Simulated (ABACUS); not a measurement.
# PbO2 under changes of volume

One of the cells (13.151 Å³/atom); the others are scaled copies at fixed shape and fractional positions:

```
Pb O
1.0
     0.00000    2.70199    2.70199
     2.70199    0.00000    2.70199
     2.70199    2.70199    0.00000
Pb O
1 2
Cartesian
  0.0000 0.0000 0.0000
  4.0530 4.0530 4.0530
  1.3510 1.3510 1.3510
```

The cell comes from a database or a generator and needn't be the stable form of this composition.

- Program: ABACUS 3.10.1
- Functional: PBE
- Potentials or basis: PseudoDojo NC SR 0.4.1 PBE standard
- Cutoff: 1361 eV
- Density cutoff: 5442 eV
- Basis: DZP LCAO (the cutoffs set its grid)
- k mesh: 9 × 9 × 9
- Occupations: fermi-dirac, width 0.05 eV
- Spin: no spin polarisation

```csv
volume (Å³/atom),energy over the lowest point (meV/atom),pressure (GPa)
12.362,59.73,16.0
12.625,?,?
12.888,19.96,8.5
13.151,8.61,5.4
13.414,2.12,2.6
13.677,0.00,0.1
13.940,1.70,-2.1
```

**Question.** What does the run at 12.625 Å³/atom give?

**Answer.** Energy over the lowest point 36.81 meV/atom; pressure 12.1 GPa.

Worked out: A Birch-Murnaghan fit of order 3 (a polynomial in V^(-2/3)) to the other rows has its minimum at 13.69 Å³/atom with B0 = V·E''(V) = 122 GPa and B' = 5.0. It gives 36.77 meV/atom at 12.625 Å³/atom, against the run's 36.81, and -dE/dV = 12.0 GPa, against 12.1.

Energies are extrapolated to zero smearing.

Caveats: the atomic orbitals were generated for these runs and aren't a published set; the basis of atomic orbitals isn't converged, which shifts pressures, moduli and gaps.
